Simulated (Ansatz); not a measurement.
## SnSe2 under changes of volume

One of the cells (25.726 Å³/atom); the others are scaled copies at fixed shape and fractional positions:

```xyz
3
Lattice="3.8110 0.0000 0.0000 -1.9055 3.3004 0.0000 0.0000 0.0000 6.1360" Properties=species:S:1:pos:R:3 pbc="T T T"
Sn    0.0000    0.0000    0.0000
Se    1.9055    1.1001    4.6081
Se    0.0000    2.2003    1.5279
```

| Property | Result |
| --- | --- |
| Program | Ansatz 0.2.0 |
| Functional | B88-PBE |
| Potentials or basis | all-electron LAPW, inner shells corrected to Dirac's equation |
| Cutoff | 260 eV (chosen from the basis error) |
| Basis error allowed | 0.001 eV/atom |
| k mesh | 8 × 8 × 5 |
| Occupations | gaussian, width 0.025 eV |
| Spin | no spin polarisation |

```csv
volume (Å³/atom),energy over the lowest point (meV/atom),pressure (GPa),gap on the mesh (eV),largest force (eV/Å)
24.182,110.34,11.3,0.89,1.453
24.697,?,?,?,?
25.212,51.60,7.2,0.84,0.977
25.726,31.34,5.5,0.81,0.767
26.241,16.34,3.9,0.78,0.572
26.755,6.05,2.5,0.75,0.392
27.270,0.00,1.3,0.72,0.226
```

**Question.** What does the run at 24.697 Å³/atom give?

**Answer.** Energy over the lowest point 77.71 meV/atom; pressure 9.1 GPa; gap on the mesh 0.86 eV; largest force 1.206 eV/Å.

Worked out: A Birch-Murnaghan fit of order 3 (a polynomial in V^(-2/3)) to the other rows has its minimum at 27.85 Å³/atom, just outside them, with B0 = V·E''(V) = 57 GPa and B' = 4.6 at fixed shape and positions, which overstates the stiffness. It gives 77.71 meV/atom at 24.697 Å³/atom, against the run's 77.71, and -dE/dV = 9.1 GPa, against 9.1. A straight line through the other rows of the gap, of slope -1.43 eV per unit of ln V, gives 0.86 eV, against the run's 0.86.

Energies are extrapolated to zero smearing.

Caveats: spin-orbit coupling is left out, which moves the levels of the heavy elements; an odd mesh through Γ misses points on the zone boundary, where band edges often lie; forces of over 1 eV/Å show positions far from the minimum, so gaps and moduli don't describe the material at rest (some runs).
